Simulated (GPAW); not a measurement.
Runs of GPAW 26.7.0 on Ti. It takes space group Im-3m (No. 229, cubic). The conventional cell has a = 3.282 Å, b = 3.282 Å, c = 3.282 Å, α = 90.00°, β = 90.00°, γ = 90.00°. Ti (site symmetry m-3m) has 8 Ti at 2.84 Å as nearest neighbours. This isn't the form of Ti at room conditions, which is hcp.

```csv
task,level,potentials or basis,k mesh,cutoff (eV),maxiter,convergence,response ecut,frequency,extrapolate,other keys,mesh quality,gap on the mesh (eV),pressure (GPa)
single point,r2SCAN,"GPAW PAW data sets (gpaw-data 1.2.1), pw",9 × 9 × 9,500,120,default,-,-,-,-,not flagged,none,-2.6
G0W0 quasiparticle levels,LDA,"the program's PAW data sets (release 1.2.1) made for this functional, pw",6 × 6 × 6,450,150,-,200 eV,full,no,-,coarse,none,-
hybrid scf,TPSSh,"GPAW PAW data sets (gpaw-data 1.2.1), pw",3 × 3 × 3,500,40,-,-,-,-,"several, not listed",coarse,none,-
single point,LDA,"the program's PAW data sets (release 1.2.1) made for this functional, pw",9 × 9 × 9,450,120,default,-,-,-,-,not flagged,none,(a)
```

Alike in all rows: no spin polarisation; cell as given; smearing fermi-dirac 0.05 eV.

Q: Estimate the missing entries.

A: (a) -11.1.

Caveats: some runs use coarse meshes; the cutoff is short for stress and forces, so pressures can be off by a GPa or more (some runs); the PAW data sets were made with another functional, which shifts forces and pressure a little (some runs); G0W0 is unreliable with partly filled bands (some runs); the long-wavelength limit can be off by several per cent where d states take part (some runs); exact exchange converges slowly with the k mesh, and this mesh is small (some runs); the scaled meta-GGA exchange is a class typed in the script (some runs).

A gap of «none» marks a metal or a gap under the smearing width.

Runs at the PBE level aren't shown here.
